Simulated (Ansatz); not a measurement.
# ZrSe2 (P-3m1) in Ansatz: a series of runs

Aim: see how the results for ZrSe2 move with the level of theory and the settings. Levels: LDA+U, PBE+U. Tasks: relaxation of cell and atoms.

Program: Ansatz 0.2.0. These are calculated values, not measurements. Logs are shortened: lines on timing, memory, paths and dates and some standing lists are left out, and cuts for length are marked.

## (1) The crystal as given

It takes space group P-3m1 (No. 164, trigonal). The conventional cell has a = 3.798 Å, b = 3.798 Å, c = 6.192 Å, α = 90.00°, β = 90.00°, γ = 120.00°. Around Zr (site symmetry -3m) lie 6 Se at 2.68 Å. Se (site symmetry 3m) has 3 Zr at 2.68 Å as nearest neighbours.

## (2) Relaxation of cell and atoms, LDA+U

The input, input.yaml:

```yaml
crystal:
  lattice:
    - [3.798, 0.0, 0.0]
    - [-1.899, 3.2891644836, 0.0]
    - [0.0, 0.0, 6.192]
  atoms:
    - { symbol: Zr, position: [0.0, 0.0, 0.0] }
    - { symbol: Se, position: [0.6666666667, 0.3333333333, 0.75] }
    - { symbol: Se, position: [0.3333333333, 0.6666666667, 0.25] }
hamiltonian:
  xc: lda
  pseudopotentials: { kind: paw }
  hubbard: { sites: [{ species: Zr, l: d, u_eff: 3.0 }] }
kpoints:
  mp_grid: { grid: [8, 8, 5] }
scf:
  occupations: { method: fermi_dirac, width: 0.05 }
output:
  forces: true
  stress: true
relax:
  f_tol: 0.01
  max_steps: 40
  cell: { stress_tol: 0.05 }
```

Potentials or basis: Ansatz PAW.

The run is started by

```
$ ansatz run input.yaml --threads 2 --pin off --max-ram 5120MiB --backend cpu --events-out ev --progress --plain --runs-dir out
```

Log:

```text
Warning: RAYON_NUM_THREADS=2 ignored (pool sized by the plan → 2); use --threads N
Zr: projections on atomic orbitals take those of the free atom [Ar 3d10] 4s2 4p6 4d2 5s2, of charge +0.00 (hamiltonian.pseudopotentials.projection_atoms); the dataset's partial waves leave at most 4.4e-6 of an orbital's norm unspanned inside its sphere
Se: projections on atomic orbitals take those of the free atom [Ar] 3d10 4s2 4p4, of charge +0.00 (hamiltonian.pseudopotentials.projection_atoms); the dataset's partial waves leave at most 2.3e-6 of an orbital's norm unspanned inside its sphere
Engine: ansatz 0.2.0, x86_64-unknown-linux-gnu
Pseudopotentials: kind: paw
Pseudopotential: Zr, paw, valence charge 12, recommended cutoff 420 eV (normal), Zr.paw.azcp
Pseudopotential: Se, paw, valence charge 16, recommended cutoff 420 eV (normal), Se.paw.azcp
Functional definition: SPW92
  exchange = slater_x
  correlation = pw_c
Crystal: 3 atoms, lattice volume = 77.352 Å³
Basis set: ecut = 420 eV, 1521 PW (Γ)
Bands: 27, of which v1, the nominal top of the filled ones, is band 22 counted from 1 (21 counted from 0)
Symmetry: 12 space group operations
Space group: P-3m1 (ITA 164), of the structure as read, at distance tolerance 4.3e-5 Å
k-points: 40 of 320
Non-local potential: Zr, projectors of the file, l = 0: 3, l = 1: 2, l = 2: 2, l = 3: 2
Non-local potential: Se, projectors of the file, l = 0: 2, l = 1: 2, l = 2: 3, l = 3: 1
PAW form: soft (Blöchl's): semilocal exchange-correlation on the pseudo side does not see the compensation charge
PAW frozen core: Zr, regenerated for the run's functional, and the local potential with it (the file was generated under x = pbe(κ = 0.804, μ = 0.2195149727645171), c = pbe(β = 0.06672455060314922))
PAW frozen core: Se, regenerated for the run's functional, and the local potential with it (the file was generated under x = pbe(κ = 0.804, μ = 0.2195149727645171), c = pbe(β = 0.06672455060314922))
PAW one-centre angular grid: Zr, 590 points (default); XC on 64 Gauss nodes
PAW one-centre angular grid: Se, 590 points (default); XC on 64 Gauss nodes
Initial density: superposition of atomic densities (chi_scale 0.1, normalization cell, long waves of neutral atoms under a Hubbard term (reshape's long-wave potential 0.07 eV rms, cloud 2.95 Å wide))
Initial wavefunctions: pseudopotential atomic-orbital guess
Functional: x = slater, c = lda
SCF iter   1: F=—  HF=-14846.612960 eV  |F-HF|=—  |Δ(HF+E_count)|=         —  Δρ=5.61e-2  dr2=9.06e0  ethr=3.10e-3  ⟨swp⟩=6.0  Hψ=4296  notcnv=0
preconditioner: auto → LDOS  [metal: Δε(μ)=0.094 eV  Ē_g=7.309 eV  σ=0.050 eV  W_gap=0.37  n_scr=22 (ndim 8)  ℏωp=16.9 eV  f_vac=0.029  D(μ)=0.96/eV (n_scr^D=2)  β→1.0]
SCF iter   2: F=—  HF=-14845.604170 eV  |F-HF|=—  |Δ(HF+E_count)|=    1.01e0  Δρ=3.13e-2  dr2=2.62e0  ethr=3.10e-3  ⟨swp⟩=4.1  Hψ=2703  notcnv=0
preconditioner: auto → Resta (q_TF=auto, 2.483 Å⁻¹)  ε∞=4.9  [insulator: Δε(μ)=1.213 eV  Ē_g=8.542 eV  σ=0.050 eV  W_gap=1.00  n_scr=22 (ndim 8)  ℏωp=16.9 eV  f_vac=0.082  D(μ)=0.00/eV (n_scr^D=0)  ε∞_Penn≈4.9  β→0.5]
SCF iter   3: F=—  HF=-14845.149982 eV  |F-HF|=—  |Δ(HF+E_count)|=   4.54e-1  Δρ=1.06e-2  dr2=8.29e-2  ethr=3.10e-3  ⟨swp⟩=3.0  Hψ=1705  notcnv=0  defer=7
SCF iter   4: F=—  HF=-14845.150905 eV  |F-HF|=—  |Δ(HF+E_count)|=   9.23e-4  Δρ=3.23e-3  dr2=1.44e-2  ethr=1.88e-4  ⟨swp⟩=2.9  Hψ=2126  notcnv=0  defer=6
SCF iter   5: F=—  HF=-14845.147410 eV  |F-HF|=—  |Δ(HF+E_count)|=   3.49e-3  Δρ=1.54e-3  dr2=3.74e-3  ethr=3.27e-5  ⟨swp⟩=2.0  Hψ=2105  notcnv=0  defer=6
SCF iter   6: F=—  HF=-14845.146759 eV  |F-HF|=—  |Δ(HF+E_count)|=   6.51e-4  Δρ=3.59e-4  dr2=2.84e-4  ethr=8.50e-6  ⟨swp⟩=2.0  Hψ=1372  notcnv=0  defer=6
SCF iter   7: F=—  HF=-14845.146710 eV  |F-HF|=—  |Δ(HF+E_count)|=   4.98e-5  Δρ=7.94e-5  dr2=7.03e-6  ethr=6.44e-7  ⟨swp⟩=2.0  Hψ=1340  notcnv=0  defer=6
SCF iter   8: F=—  HF=-14845.146709 eV  |F-HF|=—  |Δ(HF+E_count)|=   6.83e-7  Δρ=1.39e-5  dr2=2.19e-7  ethr=1.60e-8  ⟨swp⟩=2.0  Hψ=1309  notcnv=0  defer=6
SCF iter   9: F=-14845.146709 eV  HF=-14845.146709 eV  |F-HF|=2.16e-9  |Δ(HF+E_count)|=   3.51e-8  Δρ=2.33e-6  dr2=6.01e-9  ethr=2.27e-10  ⟨swp⟩=4.1  Hψ=3892  notcnv=0
SCF 1 converged in 9 iterations: F = -14845.146709 eV  dr2 = 6.01e-9
relax step   1: F+E_penalty+E_count = -14845.14670888 eV  Δ(F+E_penalty+E_count) = +0.000e0 eV  max|allowed force component| = 8.661e-2 eV/Å  Δτ_max = 0.0000 Å  P = -0.688 GPa  Ω = 77.352 Å³  (9 SCF iters, dr2 threshold 1.00e-7 eV, accepted)
Crystal: 3 atoms, lattice volume = 72.226 Å³
Basis set: ecut = 420 eV, 1389 PW (Γ)
Initial density: handed on by an earlier stage of this run
Initial wavefunctions: those handed on with the density
iter 1 solved again at ethr=5.14e-4 eV; its pass at ethr=3.10e-3 eV (dr2=2.26e-1 eV) is discarded
SCF iter   1: F=—  HF=-14845.188723 eV  |F-HF|=—  |Δ(HF+E_count)|=         —  Δρ=1.08e-2  dr2=2.27e-1  ethr=5.14e-4  ⟨swp⟩=1.0  Hψ=5402  notcnv=0
preconditioner: auto → Resta (q_TF=auto, 2.512 Å⁻¹)  ε∞=5.8  [insulator: Δε(μ)=0.208 eV  Ē_g=8.010 eV  σ=0.050 eV  W_gap=0.71  n_scr=22 (ndim 8)  ℏωp=17.5 eV  f_vac=0.020  D(μ)=0.08/eV (n_scr^D=0)  ε∞_Penn≈5.8]
SCF iter   2: F=—  HF=-14845.145009 eV  |F-HF|=—  |Δ(HF+E_count)|=   4.37e-2  Δρ=4.43e-3  dr2=1.95e-2  ethr=5.14e-4  ⟨swp⟩=2.0  Hψ=1527  notcnv=0
SCF iter   3: F=—  HF=-14845.139899 eV  |F-HF|=—  |Δ(HF+E_count)|=   5.11e-3  Δρ=1.63e-3  dr2=2.49e-3  ethr=4.44e-5  ⟨swp⟩=2.2  Hψ=1628  notcnv=0
SCF iter   4: F=—  HF=-14845.139623 eV  |F-HF|=—  |Δ(HF+E_count)|=   2.76e-4  Δρ=5.61e-4  dr2=3.11e-4  ethr=5.66e-6  ⟨swp⟩=2.0  Hψ=2095  notcnv=0
SCF iter   5: F=—  HF=-14845.139572 eV  |F-HF|=—  |Δ(HF+E_count)|=   5.07e-5  Δρ=1.98e-4  dr2=4.40e-5  ethr=7.08e-7  ⟨swp⟩=2.0  Hψ=1920  notcnv=0
SCF iter   6: F=—  HF=-14845.139565 eV  |F-HF|=—  |Δ(HF+E_count)|=   7.12e-6  Δρ=4.95e-5  dr2=2.20e-6  ethr=1.00e-7  ⟨swp⟩=3.0  Hψ=1929  notcnv=0
SCF iter   7: F=-14845.139567 eV  HF=-14845.139567 eV  |F-HF|=1.10e-8  |Δ(HF+E_count)|=   1.36e-6  Δρ=9.23e-6  dr2=8.43e-8  ethr=6.82e-10  ⟨swp⟩=4.6  Hψ=3910  notcnv=0
[... 30 lines left out ...]
Crystal: 3 atoms, lattice volume = 73.695 Å³
Basis set: ecut = 420 eV, 1461 PW (Γ)
iter 1 solved again at ethr=1.37e-6 eV; its pass at ethr=3.10e-3 eV (dr2=6.05e-4 eV) is discarded
SCF iter   1: F=—  HF=-14845.161477 eV  |F-HF|=—  |Δ(HF+E_count)|=         —  Δρ=6.40e-4  dr2=6.02e-4  ethr=1.37e-6  ⟨swp⟩=2.5  Hψ=5033  notcnv=0
preconditioner: auto → Resta (q_TF=auto, 2.504 Å⁻¹)  ε∞=5.6  [insulator: Δε(μ)=0.492 eV  Ē_g=8.106 eV  σ=0.050 eV  W_gap=0.98  n_scr=22 (ndim 8)  ℏωp=17.3 eV  f_vac=0.032  D(μ)=0.01/eV (n_scr^D=0)  ε∞_Penn≈5.6]
SCF iter   2: F=—  HF=-14845.161345 eV  |F-HF|=—  |Δ(HF+E_count)|=   1.31e-4  Δρ=2.70e-4  dr2=6.42e-5  ethr=1.37e-6  ⟨swp⟩=2.0  Hψ=1304  notcnv=0
SCF iter   3: F=—  HF=-14845.161328 eV  |F-HF|=—  |Δ(HF+E_count)|=   1.70e-5  Δρ=8.26e-5  dr2=6.30e-6  ethr=1.46e-7  ⟨swp⟩=2.9  Hψ=1888  notcnv=0
SCF iter   4: F=—  HF=-14845.161328 eV  |F-HF|=—  |Δ(HF+E_count)|=   5.29e-8  Δρ=2.96e-5  dr2=8.70e-7  ethr=1.43e-8  ⟨swp⟩=2.0  Hψ=1841  notcnv=0
SCF iter   5: F=—  HF=-14845.161328 eV  |F-HF|=—  |Δ(HF+E_count)|=   1.47e-7  Δρ=8.22e-6  dr2=9.80e-8  ethr=1.98e-9  ⟨swp⟩=2.0  Hψ=1920  notcnv=0
SCF iter   6: F=-14845.161328 eV  HF=-14845.161328 eV  |F-HF|=3.16e-9  |Δ(HF+E_count)|=   2.99e-8  Δρ=2.86e-6  dr2=7.76e-9  ethr=1.65e-10  ⟨swp⟩=4.0  Hψ=3841  notcnv=0
SCF 5 converged in 6 iterations: F = -14845.161328 eV  dr2 = 7.76e-9
relax step   5: F+E_penalty+E_count = -14845.16132794 eV  Δ(F+E_penalty+E_count) = -2.402e-4 eV  max|allowed force component| = 1.254e-2 eV/Å  Δτ_max = 0.0077 Å  P = +0.113 GPa  Ω = 73.695 Å³  energy of the carried Pulay correction = +6.764e-4 eV  (6 SCF iters, dr2 threshold 7.27e-8 eV, accepted)
Crystal: 3 atoms, lattice volume = 73.818 Å³
iter 1 solved again at ethr=2.21e-7 eV; its pass at ethr=3.10e-3 eV (dr2=9.70e-5 eV) is discarded
SCF iter   1: F=—  HF=-14845.161358 eV  |F-HF|=—  |Δ(HF+E_count)|=         —  Δρ=1.66e-4  dr2=9.78e-5  ethr=2.21e-7  ⟨swp⟩=2.0  Hψ=4599  notcnv=0
preconditioner: auto → Resta (q_TF=auto, 2.503 Å⁻¹)  ε∞=5.6  [insulator: Δε(μ)=0.492 eV  Ē_g=8.096 eV  σ=0.050 eV  W_gap=0.98  n_scr=22 (ndim 8)  ℏωp=17.3 eV  f_vac=0.032  D(μ)=0.01/eV (n_scr^D=0)  ε∞_Penn≈5.6]
SCF iter   2: F=—  HF=-14845.161342 eV  |F-HF|=—  |Δ(HF+E_count)|=   1.64e-5  Δρ=5.23e-5  dr2=7.63e-6  ethr=2.21e-7  ⟨swp⟩=2.0  Hψ=1288  notcnv=0
SCF iter   3: F=—  HF=-14845.161340 eV  |F-HF|=—  |Δ(HF+E_count)|=   2.32e-6  Δρ=2.47e-5  dr2=8.83e-7  ethr=1.73e-8  ⟨swp⟩=2.0  Hψ=1319  notcnv=0
SCF iter   4: F=—  HF=-14845.161340 eV  |F-HF|=—  |Δ(HF+E_count)|=   1.54e-7  Δρ=9.01e-6  dr2=1.02e-7  ethr=2.01e-9  ⟨swp⟩=2.0  Hψ=1912  notcnv=0
SCF iter   5: F=-14845.161340 eV  HF=-14845.161340 eV  |F-HF|=5.44e-10  |Δ(HF+E_count)|=   2.99e-8  Δρ=3.93e-6  dr2=1.37e-8  ethr=7.68e-11  ⟨swp⟩=4.0  Hψ=3841  notcnv=0
SCF 6 converged in 5 iterations: F = -14845.161340 eV  dr2 = 1.37e-8
relax step   6: F+E_penalty+E_count = -14845.16133953 eV  Δ(F+E_penalty+E_count) = -1.159e-5 eV  max|allowed force component| = 1.667e-3 eV/Å  Δτ_max = 0.0003 Å  P = -0.014 GPa  Ω = 73.818 Å³  energy of the carried Pulay correction = +6.532e-4 eV  (5 SCF iters, dr2 threshold 3.38e-8 eV, accepted)
Initial wavefunctions: pseudopotential atomic-orbital guess (no wavefunctions were taken with the density)
iter 1 solved again at ethr=6.21e-8 eV; its pass at ethr=3.10e-3 eV (dr2=2.73e-5 eV) is discarded
SCF iter   1: F=—  HF=-14845.160740 eV  |F-HF|=—  |Δ(HF+E_count)|=         —  Δρ=4.55e-5  dr2=1.98e-7  ethr=6.21e-8  ⟨swp⟩=3.1  Hψ=7220  notcnv=0
preconditioner: auto → Resta (q_TF=auto, 2.503 Å⁻¹)  ε∞=5.6  [insulator: Δε(μ)=0.489 eV  Ē_g=8.093 eV  σ=0.050 eV  W_gap=0.98  n_scr=22 (ndim 8)  ℏωp=17.3 eV  f_vac=0.032  D(μ)=0.01/eV (n_scr^D=0)  ε∞_Penn≈5.6]
SCF iter   2: F=—  HF=-14845.160741 eV  |F-HF|=—  |Δ(HF+E_count)|=   2.58e-7  Δρ=2.54e-5  dr2=1.05e-7  ethr=4.50e-10  ⟨swp⟩=2.0  Hψ=1921  notcnv=0
SCF iter   3: F=—  HF=-14845.160741 eV  |F-HF|=—  |Δ(HF+E_count)|=   5.00e-8  Δρ=8.82e-6  dr2=1.75e-8  ethr=2.38e-10  ⟨swp⟩=2.0  Hψ=1353  notcnv=0
SCF iter   4: F=—  HF=-14845.160741 eV  |F-HF|=—  |Δ(HF+E_count)|=   2.29e-9  Δρ=1.64e-6  dr2=1.30e-9  ethr=3.99e-11  ⟨swp⟩=2.5  Hψ=1935  notcnv=0
SCF iter   5: F=—  HF=-14845.160741 eV  |F-HF|=—  |Δ(HF+E_count)|=  2.00e-10  Δρ=3.71e-7  dr2=1.30e-10  ethr=2.95e-12  ⟨swp⟩=2.6  Hψ=1662  notcnv=0
SCF iter   6: F=-14845.160741 eV  HF=-14845.160741 eV  |F-HF|=1.82e-12  |Δ(HF+E_count)|=  2.73e-11  Δρ=7.18e-8  dr2=7.04e-12  ethr=1.00e-12  ⟨swp⟩=5.5  Hψ=4741  notcnv=0
SCF 7 converged in 6 iterations: F = -14845.160741 eV  dr2 = 7.04e-12
relax step   7: F+E_penalty+E_count = -14845.16074072 eV  Δ(F+E_penalty+E_count) = +5.988e-4 eV  max|allowed force component| = 1.563e-3 eV/Å  Δτ_max = 0.0000 Å  P = -0.017 GPa  Ω = 73.818 Å³  stress off target by 1.84e-2 GPa  SCF on the basis re-selected at this cell (its energy is not comparable with the rows above)  (6 SCF iters)
basis re-selected at this cell: Δ(F+E_penalty+E_count) = +5.988e-4 eV, ΔP = -0.003 GPa vs the last step (what re-selecting the basis moved, of the pressure what is left beyond the Pulay correction that the steps carried, after the strain that the cell walked since its last selection, with what the two solves' SCF thresholds leave and, on support functions, any second-order correction that the steps lacked; it is no measure of the basis error at this ecutwfc). This SCF's stress stands 1.84e-2 GPa from its target on what of the cell is left free (relax.cell.stress_tol is 5.00e-2 GPa) and its largest allowed force component is 1.56e-3 eV/Å (relax.f_tol is 1.00e-2 eV/Å): within both
SCF converged after 6 iterations
Free energy (F): -14845.160741 eV
Harris-Foulkes:  -14845.160741 eV  (|F-HF|=1.82e-12)
Internal energy: -14845.160634 eV  (E = F + TS)
E sigma→0 (E₀):  -14845.160687 eV
Entropy (-TS):   -0.000107 eV (-0.036 meV/atom)
Fermi energy:    9.665783 eV
--- Per-component energies (eV) ---
  E_band       = -880.307317
  E_kinetic    = 572.681643
  E_local      = -5677.119707  (includes V_loc(G=0)·N_el)
  E_nonlocal   = -1097.644420
  E_hartree    = 2681.723465
  E_xc         = -369.309785
  E_vxc        = -389.655002  (∫ρ·V_xc dr)
  E_hubbard    = 2.738320  (on-site DFT+U / exact-exchange correction)
  E_vhub       = 1.565883  (the Hubbard potential's part of the band-sum identity)
  E_paw        = -6501.210184  (= ΣΔE_a)
  E_vpaw       = 346.418558  (= ΣTr[D̂ρ^β])
  E_aug_tail   = -0.001196  (compensation charges beyond the density's cutoff)
  E_ewald      = -4461.823895
  E_core_change = 4.805125  (= ΣΔE_core)
  E_smearing   = -0.000107  (= −TS)
  E_closure    = -0.000000  (closes the sum)
  Σ components = -14845.160741   (vs F -14845.160741, Δ=0.00e0)
--- Forces (eV/Å), atoms counted from 1 ---
  atom   1  Zr     0.00000000     0.00000000     0.00000000
  atom   2  Se     0.00000000    -0.00000000     0.00156279
  atom   3  Se     0.00000000     0.00000000    -0.00156279
  max |Σ_I F_I| component: 0.00e0 eV/Å
--- Stress (GPa, compression-positive) ---
       -0.018375       0.000000      -0.000000
        0.000000      -0.018375       0.000000
       -0.000000       0.000000      -0.015510
  P = ⅓ Tr σ = -0.0174 GPa (-0.174 kbar)
Occupation matrices written to <dir>
--- Relaxed structure (6 steps of the walk, 5 accepted, 1 SCFs on fresh bases) ---
  F+E_penalty+E_count = -14845.16074072 eV   max|allowed force component| = 1.563e-3 eV/Å   (the final SCF, on the basis selected at the relaxed cell)
  cell:  # Å, volume = 73.8178 Å³
    - [3.771726099530437, -2.288988878560159e-34, -2.2889888785601584e-34]
    - [-1.8858630497652185, 3.2664106183101524, -4.779528818366346e-18]
    - [8.163337114263164e-34, -8.997677857403137e-18, 5.991703542375415]
  atoms:
    - { symbol: Zr, position: [-5.346528734897552e-35, 7.319221773484849e-35, -1.8546030753437107e-68] }
    - { symbol: Se, position: [0.6666666666666667, 0.33333333333333337, 0.739028392865446] }
    - { symbol: Se, position: [0.33333333333333337, 0.6666666666666667, 0.26097160713455414] }
```

It took 17 s on 2 threads of Intel Xeon at 2.60GHz (Ice Lake), shared host; peak memory 0.52 GiB.

Results:

```yaml
Free_energy: -14845.1607 eV
Relaxed_volume: 24.61 Å³/atom
Relaxed_cell: a = 3.772 Å, b = 3.772 Å, c = 5.992 Å, α = 90.00°, β = 90.00°, γ = 120.00°
Space_group_after_relaxing_to_0.05_Å: P-3m1 (No. 164)
Energy_gained_by_relaxing: 4.7 meV/atom
Ionic_steps: 6
Pressure_after_relaxing: 0.0 GPa
```

Step by step:
```
step  energy change (eV)  largest force (eV/Å)  volume (Å³)
   1              0.0000                0.0866        77.35
   2             -0.0111                0.0338        75.28
   3             -0.0144                0.0341        73.46
   4             -0.0146                0.0125        73.70
   5             -0.0146                0.0017        73.82
   6             -0.0140                0.0016        73.82
```

Final structure:
```xyz
3
Lattice="3.7717 0.0000 0.0000 -1.8859 3.2664 0.0000 0.0000 0.0000 5.9917" Properties=species:S:1:pos:R:3 pbc="T T T"
Zr    0.0000    0.0000    0.0000
Se    1.8859    1.0888    4.4280
Se    0.0000    2.1776    1.5637
```

Eigenvalues of the final occupation matrices:
```csv
site,spin,trace,eigenvalues
site 1,1,1.30,0.17 0.18 0.18 0.38 0.38
```

Caveat: the plane-wave basis is chosen anew once the cell has moved, so the energies of steps on either side of that aren't comparable; the PAW data sets come from PBE, with cores solved anew for the run's functional, which leaves a small shift of forces and pressure. Zero-point motion and thermal expansion aren't in these numbers.

## (3) Relaxation of cell and atoms, PBE+U

Changes to input.yaml since step 2:

```diff
@@ -10,5 +10,5 @@
 hamiltonian:
-  xc: lda
+  xc: pbe
   pseudopotentials: { kind: paw }
-  hubbard: { sites: [{ species: Zr, l: d, u_eff: 3.0 }] }
+  hubbard: { sites: [{ species: Zr, l: d, u_eff: 6.2 }] }
 kpoints:
@@ -20,2 +20,6 @@
   stress: true
+  write_density: true
+  write_potential: true
+  elf: true
+  volumetric_format: npy
 relax:
```

Potentials or basis: Ansatz PAW.

The run is started by

```
$ ansatz run input.yaml --threads 2 --pin off --max-ram 5120MiB --backend cpu --events-out ev --progress --plain --runs-dir out
```

It took 25 s on 2 threads of Intel Xeon at 2.60GHz (Ice Lake), shared host; peak memory 0.57 GiB.

Results (log left out):

- Free energy: -15120.7446 eV
- Relaxed volume: 31.54 Å³/atom
- Relaxed cell: a = 3.974 Å, b = 3.974 Å, c = 6.919 Å, α = 90.00°, β = 90.00°, γ = 120.00°
- Space group after relaxing (to 0.05 Å): P-3m1 (No. 164)
- Energy gained by relaxing: 73.8 meV/atom
- Ionic steps: 9
- Pressure after relaxing: 0.0 GPa
- Largest force after relaxing: 0.006 eV/Å
- Band gap on the k mesh: 2.23 eV, indirect (least direct gap 2.62 eV)

Forces on the atoms (eV/Å):
```
Zr   0.000  0.000  0.000
Se   0.000  0.000  0.006
Se   0.000  0.000 -0.006
```

Step by step:
```csv
step,energy change (eV),largest force (eV/Å),volume (Å³)
1,0.0000,0.6926,77.35
2,-0.1118,0.8722,87.22
3,-0.1674,0.2826,92.60
4,-0.2099,0.0231,89.84
5,-0.2145,0.0102,90.19
6,-0.2169,0.0029,91.58
7,-0.2185,0.0062,93.73
8,-0.2186,0.0052,94.61
9,-0.2215,0.0065,94.61
```

Final structure:
```xyz
3
Lattice="3.9737 0.0000 0.0000 -1.9869 3.4413 0.0000 0.0000 0.0000 6.9188" Properties=species:S:1:pos:R:3 pbc="T T T"
Zr    0.0000    0.0000    0.0000
Se    1.9869    1.1471    5.3682
Se    0.0000    2.2942    1.5507
```

Levels at points of the mesh, in eV from the valence-band top:
```tsv
k point	band 18	band 19	band 20	band 21	band 22	band 23	band 24	band 25	band 26	band 27
(0.00, 0.00, 0.00)	-2.33	-2.33	-0.10	0.00	0.00	2.66	2.66	3.05	4.20	4.31
(0.00, -0.50, 0.00)	-2.69	-2.11	-1.80	-1.36	-1.12	2.27	3.53	3.79	4.52	4.74
```

Eigenvalues of the final occupation matrices:
| site | spin | trace | eigenvalues |
| --- | --- | --- | --- |
| site 1 | 1 | 1.09 | 0.09 0.10 0.10 0.40 0.40 |

Caveat: the volume moved by over 15 % at a fixed basis, so the end points are rough; odd divisions of the mesh miss points on the zone boundary, where band edges often lie, so the gap on the mesh can be too wide; the plane-wave basis is chosen anew once the cell has moved, so the energies of steps on either side of that aren't comparable; this functional lacks dispersion, which binds the layers, so the pressure and a relaxed spacing across them are unreliable, and here the layers came unbound; the volume moved by +22 % from the deposited cell, more than functionals usually miss. A k mesh can miss the band edges.
